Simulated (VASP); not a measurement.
The system is Sr.

```
Sr
1.0
    -3.70636    3.70636    2.02088
     3.70636   -3.70636    2.02088
     3.70636    3.70636   -2.02088
Sr
2
Direct
  0.00000 0.00000 0.00000
  0.75000 0.25000 0.50000
```

This isn't the form of Sr at room conditions, which is fcc.

| Item | Value |
| --- | --- |
| Program | VASP 6.6.1 |
| Task | relaxation of cell and atoms |
| Functional | PBE |
| Dispersion | dDsC |
| Potentials or basis | VASP PAW PBE potentials, release 64 (Sr_sv) |
| Cutoff | 600 eV |
| k mesh | 8 × 8 × 8 |
| Occupations | fermi-dirac, width 0.05 eV |
| Spin | no spin polarisation |

At the start: pressure -0.4 GPa; volume 55.52 Å³/atom.

Question: Where does the relaxation end?

Answer: Over 6 steps the energy falls by 2.4 meV/atom and the volume is 52.89 Å³/atom (-4.7 %); space group I4_1/amd (No. 141, to 0.05 Å).

Step by step:
| step | energy change (eV) | largest force (eV/Å) | pressure (GPa) | volume (Å³) |
| --- | --- | --- | --- | --- |
| 1 | 0.0000 | 0.0000 | -0.40 | 111.04 |
| 2 | -0.0044 | 0.0000 | -0.24 | 108.82 |
| 3 | -0.0051 | 0.0000 | -0.04 | 106.24 |
| 4 | -0.0051 | 0.0000 | -0.04 | 106.33 |
| 5 | -0.0050 | 0.0000 | -0.02 | 105.99 |
| 6 | -0.0048 | 0.0000 | 0.00 | 105.78 |

Final structure:
```
Sr
1.0
    -3.66441    3.66441    1.96936
     3.66441   -3.66441    1.96936
     3.66441    3.66441   -1.96936
Sr
2
Cartesian
  0.0000 0.0000 0.0000
  0.0000 3.6644 0.9847
```

Caveat: pairwise dispersion overbinds metals, which lowers pressure and volume.
